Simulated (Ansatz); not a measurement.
# MgS and the effect of the strain (εzz = s)

```
CELL_PARAMETERS angstrom
0.00000 2.60165 2.60165
2.60165 0.00000 2.60165
2.60165 2.60165 0.00000
ATOMIC_POSITIONS crystal
S 0.50000 0.50000 0.50000
Mg 0.00000 0.00000 0.00000
```

Kept alike: task band structure; functional PBEsol; k mesh 9 × 9 × 9; occupations fermi-dirac, width 0.05 eV; no spin polarisation. Program: Ansatz, all-electron LAPW, scalar-relativistic, cutoff 184 eV. The mesh is that of the run's cell of 2 atoms. No spin-orbit coupling.

```csv
s,band gap (eV),free energy over the lowest row (meV/atom)
0,2.704,0.00
0.02,2.579,5.03
0.04,2.471,15.00
```

The cell shown is the unstrained one; x, y and z are its Cartesian axes; atoms keep their fractions. Gaps are the smaller of the mesh's and the band path's.

**Question.** What does the strain (εzz = s) change here?

**Answer.** The band gap falls from 2.704 to 2.471 eV between 0 and 0.04. The free energy rises from 0.00 to 15.00 meV/atom between 0 and 0.04.

Stretching MgS along z narrows the gap at each step, from 2.704 to 2.471 eV, and the second step is slightly smaller than the first. The valence band top is mainly S 3p, and tetragonal distortion lifts the cubic degeneracy of these states, as it does that of the equivalent conduction valleys at X. Such splitting can raise the highest occupied level and lower the lowest empty one, which probably accounts for much of the nearly linear closing. The accompanying volume increase also shifts the band edges, and the gaps alone cannot separate the two effects.

The energy rises less than fourfold when the strain doubles, so it is not purely quadratic about the starting cell. This suggests residual tension there, anharmonic softening, or both. The absolute gaps lie well below experiment, as expected of a semilocal functional lacking the derivative discontinuity, so the strain response is more reliable than the gap itself. Whether compression along z would also narrow the gap remains open.
